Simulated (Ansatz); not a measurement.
The system is Al.

```
Al
1.0
     0.00000    2.02481    2.02481
     2.02481    0.00000    2.02481
     2.02481    2.02481    0.00000
Al
1
Direct
  0.00000 0.00000 0.00000
```

Program: Ansatz 0.2.0. Alike in all runs: task band structure; no spin polarisation; cell as given; k mesh 11 × 11 × 11; smearing fermi-dirac 0.05 eV; basis error allowed 0.001 eV/atom.

Task: Order these runs on this cell by their pressure, lowest first.
A. level PBE; potentials or basis all-electron LAPW, scalar-relativistic; cutoff (eV) 130
B. level LDA; potentials or basis all-electron LAPW, scalar-relativistic; cutoff (eV) 131
C. level PBEsol; potentials or basis all-electron LAPW, non-relativistic; cutoff (eV) 130

Result: B (-3.6 GPa), C (-1.9 GPa), A (-0.4 GPa).
